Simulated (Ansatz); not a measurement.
# Zn2SnN2: the cost of one run

Method: DFT PBE, scalar-relativistic, plane waves, PAW, in Ansatz 0.2.0.

### 1 The structure to begin with

Symmetry: P6/mmm, No. 191, hexagonal system. The conventional cell has a = 4.555 Å, b = 4.555 Å, c = 4.152 Å, α = 90.00°, β = 90.00°, γ = 120.00°. Zn (site symmetry -6m2) is surrounded by 2 N at 2.08 Å. Around Sn (site symmetry 6/mmm) lie 6 Zn at 2.63 Å. N (site symmetry -6m2) has 2 Zn at 2.08 Å as nearest neighbours.

Coordinates:

```
CELL_PARAMETERS angstrom
4.55539 0.00000 0.00000
-2.27770 3.94508 0.00000
0.00000 0.00000 4.15170
ATOMIC_POSITIONS crystal
Zn 0.33333 0.66667 0.00000
Zn 0.66667 0.33333 0.00000
Sn 0.00000 0.00000 0.00000
N 0.33333 0.66667 0.50000
N 0.66667 0.33333 0.50000
```

A structure generator made this guess: random cell by space group and Wyckoff sites (P6/mmm, No. 191). The dimensions are guesses.

### 2 The guess as it stands, on a coarse mesh

Contents of input.yaml:

```yaml
crystal:
  lattice:
    - [4.5553906, 0.0, 0.0]
    - [-2.2776953, 3.94508398, 0.0]
    - [0.0, 0.0, 4.15170456]
  atoms:
    - { symbol: Zn, position: [0.33333333, 0.66666667, 0.0] }
    - { symbol: Zn, position: [0.66666667, 0.33333333, 0.0] }
    - { symbol: Sn, position: [0.0, 0.0, 0.0] }
    - { symbol: "N", position: [0.33333333, 0.66666667, 0.5] }
    - { symbol: "N", position: [0.66666667, 0.33333333, 0.5] }
basis:
  ecutwfc: 420
kpoints:
  mp_grid: { grid: [6, 6, 4] }
hamiltonian:
  xc: pbe
scf:
  occupations: { method: gaussian, width: 0.1 }
  lower_state_search: "off"
output:
  forces: true
  stress: true
  eigenvalues: true
```

Launch:

```console
> ansatz run input.yaml --threads 1 --pin off --max-ram 2560MiB --backend cpu --events-out ev --progress --plain --runs-dir out
```

**Question.** How long does this run take on 1 thread of Intel Xeon Platinum 8259CL at 2.50GHz (Skylake/Cascade Lake), shared host, and how much memory does it need?

About 3.5 s, with a peak of 0.42 GiB.
